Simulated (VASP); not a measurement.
# ZrB2: Zr into a neighbouring Zr vacancy, part 3 of 4

Wanted: the minimum-energy path in ZrB2 for this move: Zr into a neighbouring Zr vacancy. The start is a cell from a database of measured crystal structures.

VASP 6.6.1; PBE; plane waves and PAW (Zr_sv, B).

So far. Step 2 (Relax the host): The run ended after 3 ionic steps, 0.000 eV below its first step, once forces and stress met EDIFFG = -0.02. Step 3 (Relax the start): The run ended after 6 ionic steps, 0.322 eV below its first step, once the forces on the free atoms met EDIFFG = -0.05.

## (4) Relax the end

The end state is relaxed in the same way, so that both ends share their errors.

Input file INCAR:

```
SYSTEM = Zr11B24
PREC = Normal
ENCUT = 320
EDIFF = 1E-05
NELM = 120
ISMEAR = 1
SIGMA = 0.15
LREAL = Auto
ALGO = Fast
GGA = PE
NBANDS = 130
LASPH = .TRUE.
LORBIT = 11
LWAVE = .FALSE.
LCHARG = .FALSE.
KPAR = 5
IBRION = 2
NSW = 60
ISIF = 2
EDIFFG = -0.05
POTIM = 0.4
MAXMIX = 40
ISYM = 0
```

Input file POSCAR:

```
Zr11B24
1.0
   -4.7618462173      2.7492531954      3.5390146690
    4.7618462173     -2.7492531954      3.5390146690
    4.7618462175      8.2477595862    -10.6170440070
Zr B
11 24
Direct
   -0.0074642328     -0.0046653370     -0.0011905718
    0.4976495509      0.0033751832      0.1683053383
    0.0017116215      0.5025141520      0.1664700234
   -0.0019691367     -0.0018872677      0.3333939644
    0.4981210307      0.5014804567      0.3319461176
    0.4874854922     -0.0049411362      0.4988272446
    0.0064393412      0.5037487333      0.5052815305
   -0.0002332940     -0.0052441776      0.6664245635
    0.5002370236      0.4992761365      0.6655022206
    0.5005119372     -0.0012701597      0.8334131394
   -0.0038488128      0.4940721008      0.8318647575
    0.4094906385      0.5782217759      0.1646295593
    0.9163209090      0.0876737867      0.1680997706
    0.9144901020      0.5835335307      0.3331050507
    0.4144181511      0.0819104299      0.3342933678
    0.4115349428      0.5819004807      0.4998012108
    0.9198442892      0.0843847000      0.4983442142
    0.9112081857      0.5738807427      0.6657234650
    0.4192699793      0.0842956905      0.6683010410
    0.4194871342      0.5837502649      0.8330935461
    0.9244322802      0.0896022038      0.8376174726
    0.9160035809      0.5810332482     -0.0008511535
    0.4170490109      0.0841128154      0.0000595648
    0.5847269762      0.4112882409      0.1664210786
    0.0893753545      0.9178533299      0.1665946975
    0.0812854026      0.4158786971      0.3341441158
    0.5833159008      0.9240938774      0.3379494210
    0.5792565888      0.4099758455      0.4993395572
    0.0851285345      0.9198279623      0.4993421618
    0.0735892722      0.4148843789      0.6627459926
    0.5878444843      0.9140646607      0.6669863766
    0.5846255956      0.4216235438      0.8319720496
    0.0805138302      0.9221469460      0.8335179632
    0.0796713600      0.4109266307     -0.0007498423
    0.5789714591      0.9199489963      0.0001979037
```

Input file KPOINTS:

```
Automatic mesh
0
Gamma
4 4 4
0 0 0
```

PAW data sets: Zr_sv and B (PBE family, release 64).

Run with:

```sh
> mpirun -np 5 vasp_std
```

What it wrote:

```text
[... set-up lines as in an earlier step ...]
 entering main loop
       N       E                     dE             d eps       ncg     rms          rms(c)
DAV:   1     0.124657141441E+04    0.12466E+04   -0.78777E+04  9368   0.108E+03
DAV:   2    -0.186929444538E+03   -0.14335E+04   -0.13805E+04 10944   0.347E+02
DAV:   3    -0.304547406332E+03   -0.11762E+03   -0.11634E+03 13584   0.820E+01
DAV:   4    -0.315716099828E+03   -0.11169E+02   -0.11153E+02 14696   0.207E+01
DAV:   5    -0.316503076606E+03   -0.78698E+00   -0.78690E+00 13288   0.422E+00    0.688E+01
RMM:   6    -0.283875835580E+03    0.32627E+02   -0.83842E+01 10157   0.179E+01    0.319E+01
RMM:   7    -0.286346507974E+03   -0.24707E+01   -0.69937E+01 11162   0.133E+01    0.635E+00
RMM:   8    -0.285909044728E+03    0.43746E+00   -0.22559E+01  9611   0.109E+01    0.940E+00
RMM:   9    -0.284805586279E+03    0.11035E+01   -0.25121E+00 11175   0.418E+00    0.168E+00
RMM:  10    -0.284880756389E+03   -0.75170E-01   -0.16115E+00 13351   0.192E+00    0.119E+00
RMM:  11    -0.284969747909E+03   -0.88992E-01   -0.62649E-01 13932   0.119E+00    0.263E+00
RMM:  12    -0.284927135180E+03    0.42613E-01   -0.19019E-01 12696   0.103E+00    0.101E+00
RMM:  13    -0.284932854437E+03   -0.57193E-02   -0.70532E-02 15445   0.458E-01    0.991E-01
RMM:  14    -0.284934629217E+03   -0.17748E-02   -0.21908E-02 16337   0.239E-01    0.100E+00
RMM:  15    -0.284931708627E+03    0.29206E-02   -0.11196E-02 14951   0.191E-01    0.966E-01
RMM:  16    -0.284931964850E+03   -0.25622E-03   -0.46731E-03 14045   0.205E-01    0.598E-01
RMM:  17    -0.284929577650E+03    0.23872E-02   -0.39816E-03 13641   0.181E-01    0.382E-01
RMM:  18    -0.284928609364E+03    0.96829E-03   -0.29003E-03 14390   0.113E-01    0.250E-01
RMM:  19    -0.284927959240E+03    0.65012E-03   -0.35818E-03 13885   0.112E-01    0.379E-02
RMM:  20    -0.284927998150E+03   -0.38911E-04   -0.63598E-04 15364   0.478E-02    0.505E-02
RMM:  21    -0.284928018500E+03   -0.20350E-04   -0.25323E-04 13246   0.275E-02    0.636E-02
WARNING in EDDRMM: call to ZHEGV failed, returncode =   8  4     15
WARNING in EDDRMM: call to ZHEGV failed, returncode =   8  4     14
RMM:  22    -0.284928030670E+03   -0.12170E-04   -0.12373E-04  9209   0.190E-02    0.492E-02
WARNING in EDDRMM: call to ZHEGV failed, returncode =   6  3     83
WARNING in EDDRMM: call to ZHEGV failed, returncode =   8  4     32
WARNING in EDDRMM: call to ZHEGV failed, returncode =   8  4     26
RMM:  23    -0.284928037593E+03   -0.69239E-05   -0.85111E-05  8991   0.161E-02
   1 F= -.28492804E+03 E0= -.28492960E+03  d E =-.284928E+03
 curvature:   0.00 expect dE= 0.000E+00 dE for cont linesearch  0.000E+00
 trial: gam= 0.00000 g(F)=  0.573E+00 g(S)=  0.000E+00 ort = 0.000E+00 (trialstep = 0.100E+01)
 search vector abs. value=  0.573E+00
 bond charge predicted
       N       E                     dE             d eps       ncg     rms          rms(c)
DAV:   1    -0.285159659619E+03   -0.23163E+00   -0.54301E+01 10188   0.259E+01    0.150E+00
RMM:   2    -0.285282575691E+03   -0.12292E+00   -0.15918E+00 10636   0.398E+00    0.386E+00
RMM:   3    -0.285284046943E+03   -0.14713E-02   -0.21641E-01 12526   0.130E+00    0.230E+00
RMM:   4    -0.285283152857E+03    0.89409E-03   -0.88214E-02 13863   0.820E-01    0.150E+00
RMM:   5    -0.285284384994E+03   -0.12321E-02   -0.28820E-02 13198   0.560E-01    0.143E+00
RMM:   6    -0.285284762588E+03   -0.37759E-03   -0.15401E-02 15982   0.318E-01    0.801E-01
WARNING in EDDRMM: call to ZHEGV failed, returncode =   6  3     45
RMM:   7    -0.285284535338E+03    0.22725E-03   -0.73827E-03 16268   0.181E-01    0.278E-01
RMM:   8    -0.285284848015E+03   -0.31268E-03   -0.36921E-03 16348   0.110E-01    0.837E-02
RMM:   9    -0.285284971793E+03   -0.12378E-03   -0.14216E-03 15655   0.735E-02    0.104E-01
WARNING in EDDRMM: call to ZHEGV failed, returncode =   6  3     90
RMM:  10    -0.285285031746E+03   -0.59954E-04   -0.70519E-04 15545   0.525E-02    0.628E-02
RMM:  11    -0.285285053054E+03   -0.21307E-04   -0.39934E-04 15150   0.374E-02    0.344E-02
RMM:  12    -0.285285065155E+03   -0.12101E-04   -0.18017E-04 13286   0.270E-02    0.916E-03
RMM:  13    -0.285285072714E+03   -0.75589E-05   -0.10191E-04 12484   0.215E-02    0.432E-03
WARNING in EDDRMM: call to ZHEGV failed, returncode =   8  4     44
WARNING in EDDRMM: call to ZHEGV failed, returncode =   6  3     40
WARNING in EDDRMM: call to ZHEGV failed, returncode =   6  3     33
WARNING in EDDRMM: call to ZHEGV failed, returncode =   8  4     42
RMM:  14    -0.285285078507E+03   -0.57930E-05   -0.67204E-05  8784   0.172E-02
   2 F= -.28528508E+03 E0= -.28528680E+03  d E =-.357041E+00
[...]
WARNING in EDDRMM: call to ZHEGV failed, returncode =   8  4     31
WARNING in EDDRMM: call to ZHEGV failed, returncode =   8  4     35
[... from here on, the cycles between the ionic steps are left out ...]
   3 F= -.28530855E+03 E0= -.28531027E+03  d E =-.380513E+00
[...]
WARNING in EDDRMM: call to ZHEGV failed, returncode =   6  3    103
   4 F= -.28533817E+03 E0= -.28534008E+03  d E =-.296150E-01
[...]
WARNING in EDDRMM: call to ZHEGV failed, returncode =   6  3     72
[...]
WARNING in EDDRMM: call to ZHEGV failed, returncode =   6  3     40
   5 F= -.28534461E+03 E0= -.28534667E+03  d E =-.360574E-01
 curvature:  -0.98 expect dE=-0.452E-02 dE for cont linesearch -0.160E-08
 trial: gam= 0.11779 g(F)=  0.460E-02 g(S)=  0.000E+00 ort = 0.821E-05 (trialstep = 0.122E+01)
 search vector abs. value=  0.518E-02
 bond charge predicted
       N       E                     dE             d eps       ncg     rms          rms(c)
DAV:   1    -0.285347479887E+03   -0.28759E-02   -0.48929E-01 10532   0.245E+00    0.165E-01
RMM:   2    -0.285347983699E+03   -0.50381E-03   -0.98587E-03 10597   0.326E-01    0.954E-02
RMM:   3    -0.285347949906E+03    0.33793E-04   -0.16523E-03 12195   0.109E-01    0.587E-02
WARNING in EDDRMM: call to ZHEGV failed, returncode =   8  4     78
RMM:   4    -0.285347968995E+03   -0.19090E-04   -0.59567E-04 14479   0.519E-02    0.225E-02
WARNING in EDDRMM: call to ZHEGV failed, returncode =   6  3     67
WARNING in EDDRMM: call to ZHEGV failed, returncode =   8  4     45
RMM:   5    -0.285347981692E+03   -0.12697E-04   -0.18358E-04 13292   0.262E-02    0.153E-02
RMM:   6    -0.285347989602E+03   -0.79095E-05   -0.77580E-05 11072   0.158E-02
   6 F= -.28534799E+03 E0= -.28535010E+03  d E =-.338165E-02
 trial-energy change:   -0.003382  1 .order   -0.003365   -0.005623   -0.001107
 step:   1.5223(harm=  1.5223)  dis= 0.00478  next Energy=  -285.348109 (dE=-0.350E-02)
 reached required accuracy - stopping structural energy minimisation
```

Elapsed: 8.9 min, on 5 MPI ranks of Intel Xeon 6975P-C (Granite Rapids), shared host; peak memory 3.1 GiB.

Parts of OUTCAR (step 4):

```text
 Found     36 irreducible k-points:

   NELECT =     204.0000    total number of electrons

 E-fermi :   9.1919

 k-point     1 :       0.0000    0.0000    0.0000
  band No.  band energies     occupation
    ...
     99       8.1299      2.00000
    100       8.1697      2.00000
    101       8.2658      2.00000
    102       8.6221      2.00000
    103       8.8065      2.00169
    104       9.5246     -0.00744
    105      11.1117     -0.00000
    106      11.1409     -0.00000
    107      11.1689     -0.00000
    108      11.3633     -0.00000
    ...

 k-point     2 :       0.2500    0.0000   -0.0000
  band No.  band energies     occupation
    ...
     99       8.2341      2.00000
    100       8.4886      2.00000
    101       8.6587      2.00001
    102       8.7683      2.00048
    103       9.1258      1.67132
    104       9.5459     -0.00423
    105      10.5171     -0.00000
    106      10.9013     -0.00000
    107      10.9104     -0.00000
    108      10.9518     -0.00000
    ...

  Total      -10.5792818     -9.4029126     -3.5358399      1.1316792     -0.0131912     -0.0089662
  in kB      -45.7303279    -40.6453182    -15.2841300      4.8918310     -0.0570207     -0.0387574
  external PRESSURE =     -33.8865920 kB  Pullay stress =       0.0000000 kB

 POSITION                                       TOTAL-FORCE (eV/Angst)
 -----------------------------------------------------------------------------------
      0.00355     -0.00193      7.07270        -0.006465      0.014290     -0.003301
      3.15351      0.00354      3.53231         0.007619      0.014639      0.013650
     -1.56444      2.72729      3.53209        -0.008117      0.008748      0.010998
      1.57743      2.72327      3.53119         0.001915     -0.011578      0.014497
      1.58707      2.74017     -0.00807        -0.001377     -0.000250      0.012283
      4.76446      2.74802     -0.00662        -0.000869     -0.000228     -0.004873
      0.00252      5.49706     -0.00761         0.012948     -0.003846      0.015745
      3.19014      5.52205     -7.08323         0.009648     -0.011436     -0.007995
      3.18197      5.50548     -3.54513        -0.006088     -0.007252      0.000217
      1.61504      8.24012     -7.08216        -0.001017      0.003895     -0.011917
      6.33326      5.51779     -7.08207         0.001313     -0.017730     -0.014550
      1.58051      0.89697      1.75372        -0.015677     -0.005383     -0.000473
     -3.18274      3.64433      1.77229        -0.004021      0.012300     -0.003071
      0.00051      3.65219      1.75141        -0.013057     -0.001096      0.005472
     -0.00023      3.65181     -1.76779         0.000579      0.003566      0.012378
      3.17796      3.66490     -1.77721        -0.001042     -0.007818      0.007779
     -1.58433      6.41317     -1.77556         0.004236      0.000272     -0.006837
      1.59685      6.42282     -1.78710         0.014849      0.004132      0.015299
      1.59547      6.42278     -5.30231         0.022599      0.011571     -0.008953
      4.77330      6.43296     -5.30297         0.007723      0.002218     -0.014619
      0.01106      9.18575     -5.31915         0.010113     -0.025252     -0.025785
      3.18076      9.16055     -5.30486        -0.000143      0.000860     -0.012398
     -1.57888      0.91257      1.75705        -0.018130     -0.003840     -0.004640
     -0.00299      1.80976      1.75525        -0.031727      0.016208     -0.009798
      4.75757     -0.93890      1.77173        -0.022509     -0.001029      0.005478
      3.17113      1.82106     -1.76728        -0.003824     -0.002491      0.009460
      3.17042      1.82076      1.75095         0.007721      0.004855      0.008098
      1.59123      4.58036     -1.77862        -0.014884      0.001560      0.022158
      6.35206      1.83064     -1.77462        -0.001457      0.008937     -0.015205
      4.76909      4.59074     -5.30442        -0.009896      0.021981      0.007918
      4.76802      4.59274     -1.78588         0.005430      0.004086      0.010419
      3.18718      7.34888     -5.30240         0.021540     -0.012540     -0.012368
      7.95084      4.59956     -5.32085         0.011287     -0.001210     -0.016493
      1.58626     -0.91401      1.75687         0.012006     -0.019969     -0.002855
      1.58683     -0.91615      5.31046         0.008774     -0.001172      0.004282
 -----------------------------------------------------------------------------------
    total drift:                               -0.005954      0.017365     -0.010360

  FREE ENERGIE OF THE ION-ELECTRON SYSTEM (eV)
  ---------------------------------------------------
  free  energy   TOTEN  =      -285.3479896016 eV

  energy  without entropy=     -285.3543097115  energy(sigma->0) =     -285.35009630

 total charge
# of ion       s       p       d       tot
------------------------------------------
    1        2.171   6.036   1.725   9.932
    2        2.168   6.029   1.722   9.919
    3        2.168   6.029   1.722   9.919
    4        2.166   6.025   1.727   9.917
    5        2.167   6.030   1.744   9.941
    6        2.166   6.028   1.745   9.938
    7        2.165   6.028   1.744   9.937
    8        2.166   6.024   1.726   9.916
    9        2.167   6.030   1.744   9.942
   10        2.168   6.029   1.722   9.919
   11        2.168   6.029   1.723   9.920
   12        0.672   1.218   0.000   1.890
   13        0.672   1.216   0.000   1.888
   14        0.667   1.237   0.000   1.904
   15        0.667   1.237   0.000   1.904
   16        0.666   1.233   0.000   1.899
   17        0.666   1.233   0.000   1.899
   18        0.667   1.237   0.000   1.904
   19        0.667   1.236   0.000   1.904
   20        0.671   1.215   0.000   1.886
   21        0.672   1.215   0.000   1.887
   22        0.674   1.221   0.000   1.895
   23        0.674   1.221   0.000   1.895
   24        0.672   1.216   0.000   1.887
   25        0.672   1.215   0.000   1.887
   26        0.667   1.236   0.000   1.903
   27        0.667   1.237   0.000   1.904
   28        0.666   1.233   0.000   1.899
   29        0.666   1.233   0.000   1.899
   30        0.667   1.237   0.000   1.904
   31        0.667   1.236   0.000   1.904
   32        0.672   1.216   0.000   1.887
   33        0.672   1.216   0.000   1.888
   34        0.674   1.222   0.000   1.896
   35        0.674   1.221   0.000   1.895
--------------------------------------------------
tot         39.912  95.753  19.045 154.710

[... 6 parts as in an earlier step ...]

[... 6 further parts left out ...]
```

Relaxation path:

```tsv
step	energy less that of the first step (eV)	largest force (eV/Å)
1	0.0000	1.2358
2	-0.3570	0.3735
3	-0.3805	0.2888
4	-0.4101	0.1426
5	-0.4166	0.1154
6	-0.4200	0.0375
```

The atoms that moved most (Å):

```tsv
atom	dx	dy	dz	length
B27	-0.062	-0.030	0.004	0.068
B30	-0.012	0.063	0.003	0.064
Zr6	-0.028	0.029	0.043	0.059
Zr2	-0.056	0.006	0.007	0.057
Zr7	-0.010	-0.052	0.012	0.055
B33	-0.026	0.039	-0.020	0.051
B24	0.030	-0.040	-0.003	0.050
B32	0.002	0.039	-0.030	0.049
```

Final coordinates:

```xyz
35
Lattice="-4.7618 2.7493 3.5390 4.7618 -2.7493 3.5390 4.7618 8.2478 -10.6170" Properties=species:S:1:pos:R:3 pbc="T T T"
Zr    0.0035   -0.0019   -0.0053
Zr   -1.6083    2.7528   -0.0067
Zr    3.1974   -0.0220   -0.0069
Zr    1.5774    2.7233   -3.5468
Zr    1.5871    2.7402   -0.0081
Zr    0.0026    5.4973   -3.5456
Zr    4.7644    2.7478   -3.5466
Zr    3.1901    5.5221   -7.0832
Zr    3.1820    5.5055   -3.5451
Zr    1.6150    8.2401   -7.0822
Zr    6.3333    5.5178   -7.0821
B     1.5805    0.8970    1.7537
B    -3.1827    3.6443    1.7723
B     0.0005    3.6522    1.7514
B    -0.0002    3.6518   -1.7678
B     3.1780    3.6649   -1.7772
B    -1.5843    6.4132   -1.7756
B     1.5968    6.4228   -1.7871
B     1.5955    6.4228   -5.3023
B     4.7733    6.4330   -5.3030
B     0.0111    9.1857   -5.3192
B    -1.5811    0.9128    5.3122
B    -1.5789    0.9126    1.7571
B    -0.0030    1.8098    1.7552
B     4.7576   -0.9389    1.7717
B     3.1711    1.8211   -1.7673
B     3.1704    1.8208    1.7509
B     1.5912    4.5804   -1.7786
B     6.3521    1.8306   -1.7746
B     4.7691    4.5907   -5.3044
B     4.7680    4.5927   -1.7859
B     3.1872    7.3489   -5.3024
B     7.9508    4.5996   -5.3209
B     1.5863   -0.9140    1.7569
B     1.5868   -0.9162    5.3105
```

This step gave:

```
electronic cycles       : 69
free energy (TOTEN)     : -285.3480 eV
energy at zero smearing : -285.3501 eV
Fermi energy            : 9.192 eV
```

The run ended after 6 ionic steps, 0.420 eV below its first step, once the forces on the free atoms met EDIFFG = -0.05.

(Continued in part 4 of 4.)

[Lines on the potential files, build, host, timing and source positions are cut from VASP's logs without a mark.]

[Logs are printed without paths, hosts, clocks, repeated set-up lines and the standing remarks that a program may print on its own settings, such as how far it seeks lower states.]

[Hosts, paths, dates, database ids (printed as entryN), source tags and the programs' standing remarks are cut or masked in the printed files.]

[Runs that stopped without an error message from VASP are left out.]
